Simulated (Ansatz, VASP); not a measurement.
# V in VASP and in Ansatz

The input INCAR:

```
SYSTEM = V
PREC = Accurate
ENCUT = 520
EDIFF = 1E-7
ISMEAR = -1
SIGMA = 0.1
LREAL = .False.
LASPH = .True.
NELM = 60
ALGO = Fast
ISIF = 2
LWAVE = .False.
LCHARG = .False.
GGA = PS
NBANDS = 12
```

File KPOINTS:

```
Automatic mesh
0
Gamma
  15 15 15
  0 0 0
```

The input POSCAR:

```
V
1.0
    2.3101579933      0.0000000000      0.0000000000
    0.0000000000      2.3101579933      0.0000000000
    0.0000000000      0.0000000000      2.3101579933
V
1
Direct
    0.0000000000      0.0000000000      0.0000000000
```

Input for Ansatz:

```yaml
crystal:
  lattice:
    - [2.3101579933, 0.0, 0.0]
    - [0.0, 2.3101579933, 0.0]
    - [0.0, 0.0, 2.3101579933]
  atoms:
    - { symbol: V, position: [0.0, 0.0, 0.0] }
hamiltonian:
  xc: pbesol
  pseudopotentials:
    kind: paw
    azcp:
      V: "pseudopotentials/V.paw.azcp"
basis:
  ecutwfc: 420
  fft_grid_basis: typed
kpoints:
  mp_grid: { grid: [15, 15, 15], shift: [0, 0, 0] }
magnetization:
  spin_polarized: false
scf:
  occupations: { method: fermi_dirac, width: 0.1 }
  lower_state_search: "off"
output:
  stress: true
  write_density: true
  write_potential: true
  elf: true
  volumetric_format: npy
```

Alike in both runs: task single point; functional PBEsol; k mesh 15 × 15 × 15; occupations fermi-dirac, width 0.1 eV; no spin polarisation.

|  | VASP | Ansatz |
| --- | --- | --- |
| version | VASP 6.6.1 | Ansatz 0.2.0 |
| potentials or method | VASP PAW PBE potentials, release 64 (V_sv) | plane waves (420 eV) with PAW, scalar-relativistic |
| plane-wave cutoff (eV) | 520 | 420 |
| valence electrons in the cell | 13 | 13 |

|  | VASP | Ansatz | Ansatz less VASP |
| --- | --- | --- | --- |
| pressure (GPa) | 26.1 | 25.2 | -0.83 |

Ansatz warned: «pseudo_functional_mismatch».

Caveats: so large a pressure means that the cell lies far from this level's equilibrium, or that cutoff or potentials fall short (VASP); the potentials were made for another functional, which shifts forces and pressure (VASP).
